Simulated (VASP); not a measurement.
# Cr in VASP: work function with PBEsol

Aim: the work function of Cr with PBEsol.

All numbers are computed with VASP 6.6.1; they aren't measurements. Logs are shortened: lines on timing, memory, paths and dates and some standing lists are left out, and cuts for length are marked.

**1. The structure**

The cell holds a slab with vacuum, 16 atoms: a = 4.004 Å, b = 5.663 Å, c = 30.438 Å, α = 90.00°, β = 90.00°, γ = 90.00°.

The cell was built by a generator and needn't be a form met in nature.

**2. Work function, PBEsol**

Contents of INCAR:

```
ALGO = Fast
DIPOL = 0.5 0.5 0.500
EDIFF = 1E-6
ENCUT = 520
GGA = PS
IDIPOL = 3
ISIF = 2
ISMEAR = 1
KPAR = 4
LASPH = True
LCHARG = True
LDIPOL = True
LREAL = False
LVACPOTAV = True
LVHAR = True
LWAVE = False
NELM = 150
PREC = Accurate
SIGMA = 0.1
```

Contents of KPOINTS:

```
k-points
0
Gamma
  8 6 1
```

Contents of POSCAR:

```
Cr                                      
1.0
    4.0044022200      0.0000000000      0.0000000000
    0.0000000000      5.6630800000      0.0000000000
    0.0000000000      0.0000000000     30.4381388300
  Cr            
    16
Direct
     0.0000000000000000    0.7500000000000000    0.4047394326913161
     0.5000000000000000    0.5000000000000000    0.4047394326913161
     0.0000000000000000    0.2500000000000000    0.4047394326913161
     0.5000000000000000    0.0000000000000000    0.4047394326913161
     0.0000000000000000    0.5000000000000000    0.4672126529595280
     0.5000000000000000    0.2500000000000000    0.4672126529595280
     1.0000000000000000    1.0000000000000000    0.4672126529595280
     0.5000000000000000    0.7500000000000000    0.4672126529595280
     0.0000000000000000    0.2500000000000000    0.5327873470404721
     0.5000000000000000    1.0000000000000000    0.5327873470404721
     1.0000000000000000    0.7500000000000000    0.5327873470404721
     0.5000000000000000    0.5000000000000000    0.5327873470404721
     1.0000000000000000    1.0000000000000000    0.5952605673086840
     0.5000000000000000    0.7500000000000000    0.5952605673086840
     0.0000000000000000    0.5000000000000000    0.5952605673086840
     0.5000000000000000    0.2500000000000000    0.5952605673086840
```

Potentials or basis: VASP PAW PBE potentials, release 64 (Cr_pv).

Launch:

```sh
$ cat potpaw_PBE.64/Cr_pv/POTCAR > POTCAR
$ mpirun -np 4 vasp_std > vasp.out
```

OUTCAR:

```text
EDIFF = 1E-6
   ENCUT = 520
   GGA = PS
   ISIF = 2
   ISMEAR = 1
   LASPH = True
   LREAL = False
   NELM = 150
   PREC = Accurate

 ion  position               nearest neighbor table
   1  0.000  0.750  0.405-   5 2.37   7 2.37   2 2.45   4 2.45   2 2.45   4 2.45   8 2.76   8 2.76
                             3 2.83   3 2.83
   2  0.500  0.500  0.405-   6 2.37   8 2.37   1 2.45   3 2.45   1 2.45   3 2.45   5 2.76   5 2.76
                             4 2.83   4 2.83
   3  0.000  0.250  0.405-   5 2.37   7 2.37   2 2.45   4 2.45   2 2.45   4 2.45   6 2.76   6 2.76
                             1 2.83   1 2.83
   4  0.500  0.000  0.405-   6 2.37   8 2.37   1 2.45   3 2.45   1 2.45   3 2.45   7 2.76   7 2.76
                             2 2.83   2 2.83
   5  0.000  0.500  0.467-   1 2.37   3 2.37   9 2.45  11 2.45   6 2.45   8 2.45   6 2.45   8 2.45
                             2 2.76   2 2.76  12 2.83  12 2.83   7 2.83   7 2.83
   6  0.500  0.250  0.467-   2 2.37   4 2.37  10 2.45  12 2.45   5 2.45   7 2.45   5 2.45   7 2.45
                             3 2.76   3 2.76   9 2.83   9 2.83   8 2.83   8 2.83
   7  0.000  0.000  0.467-   1 2.37   3 2.37   9 2.45  11 2.45   6 2.45   8 2.45   6 2.45   8 2.45
                             4 2.76   4 2.76  10 2.83  10 2.83   5 2.83   5 2.83
   8  0.500  0.750  0.467-   2 2.37   4 2.37  10 2.45  12 2.45   5 2.45   7 2.45   5 2.45   7 2.45
                             1 2.76   1 2.76  11 2.83  11 2.83   6 2.83   6 2.83
   9  0.000  0.250  0.533-  13 2.37  15 2.37   5 2.45   7 2.45  10 2.45  12 2.45  10 2.45  12 2.45
                            16 2.76  16 2.76   6 2.83   6 2.83  11 2.83  11 2.83
  10  0.500  0.000  0.533-  14 2.37  16 2.37   6 2.45   8 2.45   9 2.45  11 2.45   9 2.45  11 2.45
                            13 2.76  13 2.76   7 2.83   7 2.83  12 2.83  12 2.83
  11  0.000  0.750  0.533-  13 2.37  15 2.37   5 2.45   7 2.45  10 2.45  12 2.45  10 2.45  12 2.45
                            14 2.76  14 2.76   8 2.83   8 2.83   9 2.83   9 2.83
  12  0.500  0.500  0.533-  14 2.37  16 2.37   6 2.45   8 2.45   9 2.45  11 2.45   9 2.45  11 2.45
                            15 2.76  15 2.76   5 2.83   5 2.83  10 2.83  10 2.83
  13  0.000  0.000  0.595-   9 2.37  11 2.37  14 2.45  16 2.45  14 2.45  16 2.45  10 2.76  10 2.76
                            15 2.83  15 2.83
  14  0.500  0.750  0.595-  10 2.37  12 2.37  13 2.45  15 2.45  13 2.45  15 2.45  11 2.76  11 2.76
                            16 2.83  16 2.83
  15  0.000  0.500  0.595-   9 2.37  11 2.37  14 2.45  16 2.45  14 2.45  16 2.45  12 2.76  12 2.76
                            13 2.83  13 2.83
  16  0.500  0.250  0.595-  10 2.37  12 2.37  13 2.45  15 2.45  13 2.45  15 2.45   9 2.76   9 2.76
                            14 2.83  14 2.83

  LATTYP: Found a simple orthorhombic cell.
 ALAT       =     4.0044022200
 B/A-ratio  =     1.4142135802
 C/A-ratio  =     7.6011692027

  Lattice vectors:

 A1 = (   4.0044022200,   0.0000000000,   0.0000000000)
 A2 = (   0.0000000000,   5.6630800000,   0.0000000000)
 A3 = (   0.0000000000,   0.0000000000,  30.4381388300)

Analysis of symmetry for initial positions (statically):
=====================================================================
 Subroutine PRICEL returns following result:

  LATTYP: Found a base centered orthorhombic cell.
 ALAT       =     2.8315400000
 B/A-ratio  =     1.4142135446
 C/A-ratio  =    10.7496764411

  Lattice vectors:

 A1 = (  -2.0022011100,  -1.4157700000,   0.0000000000)
 A2 = (   2.0022011100,  -1.4157700000,   0.0000000000)
 A3 = (   0.0000000000,   0.0000000000,  30.4381388300)

   4 primitive cells build up your supercell.

 Routine SETGRP: Setting up the symmetry group for a
 simple orthorhombic supercell.

 Subroutine GETGRP returns: Found  8 space group operations
 (whereof  4 operations were pure point group operations)
 out of a pool of  8 trial point group operations.

The static configuration has the point symmetry C_2v.
 The point group associated with its full space group is D_2h.

Analysis of symmetry for dynamics (positions and initial velocities):
=====================================================================
 Subroutine PRICEL returns following result:

  LATTYP: Found a base centered orthorhombic cell.
 ALAT       =     2.8315400000
 B/A-ratio  =     1.4142135446
 C/A-ratio  =    10.7496764411

  Lattice vectors:

 A1 = (  -2.0022011100,  -1.4157700000,   0.0000000000)
 A2 = (   2.0022011100,  -1.4157700000,   0.0000000000)
 A3 = (   0.0000000000,   0.0000000000,  30.4381388300)

   4 primitive cells build up your supercell.

 Routine SETGRP: Setting up the symmetry group for a
 simple orthorhombic supercell.

 Subroutine GETGRP returns: Found  8 space group operations
 (whereof  4 operations were pure point group operations)
 out of a pool of  8 trial point group operations.

The dynamic configuration has the point symmetry C_2v.
 The point group associated with its full space group is D_2h.

 Subroutine INISYM returns: Found  8 space group operations
 (whereof  4 operations are pure point group operations),
 and found     4 'primitive' translations

----------------------------------------------------------------------------------------

                                     Primitive cell

  volume of cell :     172.5633

  direct lattice vectors                    reciprocal lattice vectors
    -2.002201110 -1.415770000  0.000000000    -0.249725164 -0.353164709  0.000000000
     2.002201110 -1.415770000  0.000000000     0.249725164 -0.353164709  0.000000000
     0.000000000  0.000000000 30.438138830     0.000000000  0.000000000  0.032853520

  length of vectors
     2.452185551  2.452185551 30.438138830     0.432536668  0.432536668  0.032853520

  position of ions in fractional coordinates (direct lattice)
     0.500000000  0.500000000  0.404739433
     0.000000000  0.000000000  0.467212653
     0.500000000  0.500000000  0.532787347
     0.000000000  0.000000000  0.595260567

  ion indices of the primitive-cell ions
   primitive index   ion index
                 1           1
                 2           5
                 3          11
                 4          13

----------------------------------------------------------------------------------------

 KPOINTS: k-points

Automatic generation of k-mesh.
 Grid dimensions read from file:
 generate k-points for:    8    6    1

 Generating k-lattice:

  Cartesian coordinates                     Fractional coordinates (reciprocal lattice)
     0.031215645  0.000000000  0.000000000     0.125000000  0.000000000  0.000000000
     0.000000000  0.029430392  0.000000000     0.000000000  0.166666667  0.000000000
     0.000000000  0.000000000  0.032853520     0.000000000  0.000000000  1.000000000

  Length of vectors
     0.031215645  0.029430392  0.032853520

  Shift w.r.t. Gamma in fractional coordinates (k-lattice)
     0.000000000  0.000000000  0.000000000

 Subroutine IBZKPT returns following result:
 ===========================================

 Found     20 irreducible k-points:

 Following reciprocal coordinates:
            Coordinates               Weight
  0.000000  0.000000  0.000000      1.000000
  0.125000  0.000000  0.000000      2.000000
  0.250000  0.000000  0.000000      2.000000
  0.375000  0.000000  0.000000      2.000000
  0.500000  0.000000  0.000000      1.000000
  0.000000  0.166667  0.000000      2.000000
[... 12 lines left out ...]
  0.375000  0.500000  0.000000      2.000000
  0.500000  0.500000  0.000000      1.000000
   k-points           NKPTS =     20   k-points in BZ     NKDIM =     20   number of bands    NBANDS=    115
   number of dos      NEDOS =    301   number of ions     NIONS =     16
   total plane-waves  NPLWV = 302400
   dimension x,y,z NGX =    30 NGY =   42 NGZ =  240
   dimension x,y,z NGXF=    60 NGYF=   84 NGZF=  480
   ions per type =              16
   NGX,Y,Z   is equivalent  to a cutoff of  12.45, 12.33, 13.11 a.u.
   NGXF,Y,Z  is equivalent  to a cutoff of  24.91, 24.66, 26.22 a.u.
 SYSTEM =  unknown system
   PREC   = accura    normal or accurate (medium, high low for compatibility)
   ISTART =      0    job   : 0-new  1-cont  2-samecut
   ICHARG =      2    charge: 1-file 2-atom 10-const
   ISPIN  =      1    spin polarized calculation?
   LNONCOLLINEAR =      F non collinear calculations
   LSORBIT =      F    spin-orbit coupling
   LASPH  =      T    aspherical Exc in radial PAW
   ENCUT  =  520.0 eV  38.22 Ry    6.18 a.u.   7.45 10.53 56.59*2*pi/ulx,y,z
   NELM   =    150;   NELMIN=  2; NELMDL= -5     # of ELM steps
   EDIFF  = 0.1E-05   stopping-criterion for ELM
   LREAL  =      F    real-space projection
   EDIFFG = 0.1E-04   stopping-criterion for IOM
   NSW    =      0    number of steps for IOM
   IBRION =     -1    ionic relax: 0-MD 1-quasi-New 2-CG
   NFREE  =      0    steps in history (QN), initial steepest desc. (CG)
   ISIF   =      2    stress and relaxation
   ISYM   =      2    0-nonsym 1-usesym 2-fastsym
   POTIM  = 0.5000    time-step for ionic-motion
   TEBEG  =    0.0;   TEEND  =   0.0 temperature during run
   PSTRESS=    0.0 pullay stress
   NELECT =     192.0000    total number of electrons
   NUPDOWN=      -1.0000    fix difference up-down
   EMIN   =  10.00;   EMAX   =-10.00  energy-range for DOS
   EFERMI =   0.00;   METHOD = LEGACY
   ISMEAR =     1;   SIGMA  =   0.10  broadening in eV -4-tet -1-fermi 0-gaus
   EFERMI_NEDOS =   21; number of points for ismear=-14 and -15
   IALGO  =     68    algorithm
   IMIX   =      4    mixing-type and parameters
     AMIX     =   0.40;   BMIX     =  1.00
     AMIX_MAG =   1.60;   BMIX_MAG =  1.00
  volume/ion in A,a.u.               =      43.14       291.13
  Fermi-wavevector in a.u.,A,eV,Ry     =   1.068659  2.019472 15.538285  1.142032
  Thomas-Fermi vector in A             =   2.204314
   LORBIT       =      0    0 simple, 1 ext, 2 COOP (PROOUT), +10 PAW based schemes
   GGA     = PS    functional components
   LHFCALC =     F    Hartree Fock is set to
   AEXX    =    0.0000 exact exchange contribution
   IVDW    =     0    specifies the selected vdW correction
   LEPSILON=     F    determine dielectric tensor
   LRPA    =     F    only Hartree local field effects (RPA)
 non-spin polarized calculation
 RMM-DIIS sequential band-by-band and
 Methfessel and Paxton  Order N= 1 SIGMA  =   0.10
  energy-cutoff  :      520.00
  volume of cell :      690.25
 maximum number of plane-waves:     18667
 NGX is ok and might be reduce to    30
   NGX = 15   NGY = 21   NGZ =113

 number of electron     192.0000005 magnetization

 dipolmoment           0.000000      0.000000     -0.000000 electrons x Angstroem

 Free energy of the ion-electron system (eV)
  ---------------------------------------------------
  ext. energy  EPLUGINS =         0.00000000
  ---------------------------------------------------
  free energy    TOTEN  =      -153.64853515 eV

  energy without entropy =     -153.65120854  energy(sigma->0) =     -153.64942628

 E-fermi :  -0.6435     XC(G=0):  -4.3409

 val. band max:       -0.6499777007   @ k =   0.0000   0.3333   0.0000
 cond. band min:      -0.6416503237   @ k =   0.2500   0.0000   0.0000
 fundamental gap:      0.0083273770
 Fermi energy:        -0.6435023810

 k-point     1 :       0.0000    0.0000    0.0000
  band No.  band energies     occupation
      1     -44.2231      2.00000
      2     -44.1693      2.00000
      3     -44.0802      2.00000
      4     -44.0364      2.00000
      5     -44.0364      2.00000
      6     -44.0229      2.00000
[... 100 lines left out ...]
    107       0.2235     -0.00000
    108       0.4421     -0.00000
[... 2107 lines left out ...]
    107       0.1439     -0.00000
    108       0.1440     -0.00000
 [bands above 108 left out]

------------------------ aborting loop because EDIFF is reached ----------------------------------------

  FORCE on cell =-STRESS in cart. coord.  units (eV):
  Direction    XX          YY          ZZ          XY          YZ          ZX
  --------------------------------------------------------------------------------------
  -------------------------------------------------------------------------------------
  Total      -10.3750248    -15.7300907     -0.0209378      0.0000000      0.0000000      0.0000000
  in kB      -24.0819275    -36.5118068     -0.0485998      0.0000000      0.0000000      0.0000000
  external PRESSURE =     -20.2141113 kB  Pullay stress =       0.0000000 kB

 VOLUME and BASIS-vectors are now :
 -----------------------------------------------------------------------------
  energy-cutoff  :      520.00
  volume of cell :      690.25
      direct lattice vectors                 reciprocal lattice vectors
     4.004402220  0.000000000  0.000000000     0.249725164  0.000000000  0.000000000
     0.000000000  5.663080000  0.000000000     0.000000000  0.176582354  0.000000000
     0.000000000  0.000000000 30.438138830     0.000000000  0.000000000  0.032853520

 POSITION                                       TOTAL-FORCE (eV/Angst)
 -----------------------------------------------------------------------------------
      0.00000      4.24731     12.31952        -0.000000      0.000000     -0.003908
      2.00220      2.83154     12.31952        -0.000000      0.000000     -0.003908
      0.00000      1.41577     12.31952         0.000000      0.000000     -0.003908
      2.00220      0.00000     12.31952         0.000000      0.000000     -0.003908
      0.00000      2.83154     14.22108         0.000000     -0.000000      0.007739
      2.00220      1.41577     14.22108        -0.000000     -0.000000      0.007739
[... 8 lines left out ...]
      0.00000      2.83154     18.11862         0.000000     -0.000000      0.003908
      2.00220      1.41577     18.11862         0.000000     -0.000000      0.003908
 -----------------------------------------------------------------------------------
    total drift:                                0.000000      0.000000      0.000000

  FREE ENERGIE OF THE ION-ELECTRON SYSTEM (eV)
  ---------------------------------------------------
  free  energy   TOTEN  =      -153.6485351540 eV

  energy  without entropy=     -153.6512085406  energy(sigma->0) =     -153.64942628

 vacuum level on the upper side and lower side of the slab         4.316         4.316
```

Run time: 24 min. Hardware: 4 MPI ranks of Intel Xeon Platinum 8488C (Sapphire Rapids), shared host; peak memory 1.4 GiB.

What came out:

```yaml
Free_energy: -153.6485 eV
Largest_force: 0.008 eV/Å
Band_gap_on_the_k_mesh: none (metal or under the smearing width)
Work_function_of_the_upper_face: 4.96 eV
Work_function_of_the_lower_face: 4.96 eV
```

Forces on the atoms (eV/Å):
```
Cr   0.000  0.000 -0.004
Cr   0.000  0.000 -0.004
Cr   0.000  0.000 -0.004
Cr   0.000  0.000 -0.004
Cr   0.000  0.000  0.008
Cr   0.000  0.000  0.008
Cr   0.000  0.000  0.008
Cr   0.000  0.000  0.008
Cr   0.000  0.000 -0.008
Cr   0.000  0.000 -0.008
Cr   0.000  0.000 -0.008
Cr   0.000  0.000 -0.008
Cr   0.000  0.000  0.004
Cr   0.000  0.000  0.004
Cr   0.000  0.000  0.004
Cr   0.000  0.000  0.004
```

Levels at points of the mesh, in eV from the Fermi level:
| k point | band 94 | band 95 | band 96 | band 97 | band 98 | band 99 |
| --- | --- | --- | --- | --- | --- | --- |
| (0.00, 0.00, 0.00) | -0.57 | -0.57 | -0.01 | 0.14 | 0.38 | 0.38 |
| (0.50, 0.00, 0.00) | -0.20 | 0.04 | 0.04 | 0.20 | 0.20 | 0.38 |
| (0.00, 0.50, 0.00) | -0.27 | -0.04 | -0.04 | 0.16 | 0.16 | 0.33 |
| (0.50, 0.50, 0.00) | -0.98 | -0.98 | -0.98 | 0.54 | 0.54 | 0.54 |

Caveat: the PAW data sets were made with another functional, which shifts forces and pressure a little; the run has no spin polarisation, though such a crystal can be magnetic.
